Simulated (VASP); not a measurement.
## VASP inputs for GaSb (strained measured structure)

INCAR

```
IBRION = -1
NELM = 120
LCHARG = .FALSE.
ISMEAR = -1
LASPH = .TRUE.
NSW = 0
LREAL = .FALSE.
ISIF = 2
GGA = PE
ENCUT = 520
NBANDS = 16
SIGMA = 0.02
EDIFF = 1E-7
LWAVE = .FALSE.
PREC = Accurate
```

KPOINTS

```
KPOINTS created by Atomic Simulation Environment
0
Gamma
8 8 8
0 0 0
```

KPOINTS_OPT

```
special points
7
Reciprocal
0.0000000000 0.0000000000 0.0000000000 1
-0.5000000000 -0.5000000000 0.0000000000 1
-0.3750000000 -0.3750000000 0.2500000000 1
-0.3750000000 0.0000000000 0.3750000000 1
0.0000000000 0.0000000000 0.5000000000 1
-0.5000000000 -0.2500000000 0.2500000000 1
-0.0161130000 -0.0161130000 0.0000000000 1
```

POSCAR

```
Ga Sb
 1.0000000000000000
     0.0000000000000000    3.0658848221000001    3.1802423260000001
     3.0658848221000001    0.0000000000000000    3.1802423260000001
     3.0658848221000001    3.0658848221000001    0.0000000000000000
 Ga  Sb
   1   1
Cartesian
  0.0000000000000000  0.0000000000000000  0.0000000000000000
  1.5329424110500001  1.5329424110500001  1.5901211629999998
```

VASP ran with the recommended PBE PAW datasets (18 valence electrons in the cell).

What does this run give?

gap between bands v and c -0.01 eV (bands overlap: a metal); least direct gap 0.00 eV; pressure 0.2 GPa.

Band v is the last that the valence electrons fill when counted band by band, and c is the next. Levels in eV from the top of v:

| point | v−1 | v | c | c+1 |
| --- | --- | --- | --- | --- |
| Γ | -0.22 | 0.00 | 0.00 | 2.69 |
| X | -2.35 | -2.35 | 1.06 | 1.41 |
| K | -3.47 | -2.20 | 1.28 | 3.62 |
| L | -1.29 | -1.02 | 0.23 | 3.60 |
| W | -3.21 | -3.01 | 3.56 | 4.20 |
